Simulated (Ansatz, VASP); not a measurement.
Pt in VASP and in Ansatz

The input INCAR:

```
PREC = Accurate ; ENCUT = 520
EDIFF = 1E-6 ; ISMEAR = -1
SIGMA = 0.1 ; LREAL = False
LASPH = True ; NELM = 60
ALGO = Normal ; ISIF = 2
LWAVE = False ; LCHARG = False
GGA = CA ; NBANDS = 11
```

Contents of KPOINTS:

```
Automatic mesh
0
Gamma
  19 19 19
```

Contents of POSCAR:

```
Pt
1.0
   -1.3085484247      1.3085484247      1.3085484247
    1.3085484247     -1.3085484247      1.3085484247
    1.3085484247      1.3085484247     -1.3085484247
Pt
1
Direct
    0.0000000000      0.0000000000      0.0000000000
```

Input for Ansatz:

```yaml
crystal:
  lattice:
    - [-1.3085484247, 1.3085484247, 1.3085484247]
    - [1.3085484247, -1.3085484247, 1.3085484247]
    - [1.3085484247, 1.3085484247, -1.3085484247]
  atoms:
    - { symbol: Pt, position: [0.0, 0.0, 0.0] }
kpoints:
  mp_grid: { grid: [19, 19, 19] }
scf:
  occupations: { method: fermi_dirac, width: 0.1 }
hamiltonian:
  xc: lda
  pseudopotentials: { kind: paw }
output:
  forces: true
  stress: true
  eigenvalues: true
  populations: true
  write_density: true
  write_potential: true
  elf: true
  volumetric_format: npy
```

Change from the starting cell: volume scaled by 0.6, PAW files.

Alike in both runs: task single point; functional LDA; k mesh 19 × 19 × 19; occupations fermi-dirac, width 0.1 eV; no spin polarisation.

```csv
,VASP,Ansatz
version,VASP 6.6.1,Ansatz 0.2.0
potentials or method,"VASP PAW LDA potentials, release 64 (Pt)","PAW with Ansatz's default frozen-core files, scalar-relativistic"
plane-wave cutoff (eV),520,420
valence electrons in the cell,10,18
```

```csv
,VASP,Ansatz,Ansatz less VASP
pressure (GPa),553.7,544.0,-9.67
```

The two sets of potentials don't hold the same shells in valence.

Caveats: the cell as given lies far from equilibrium; so large a pressure means that the cell lies far from this level's equilibrium, or that cutoff or potentials fall short (VASP). Spin-orbit coupling is left out, which matters for the levels of Pt.
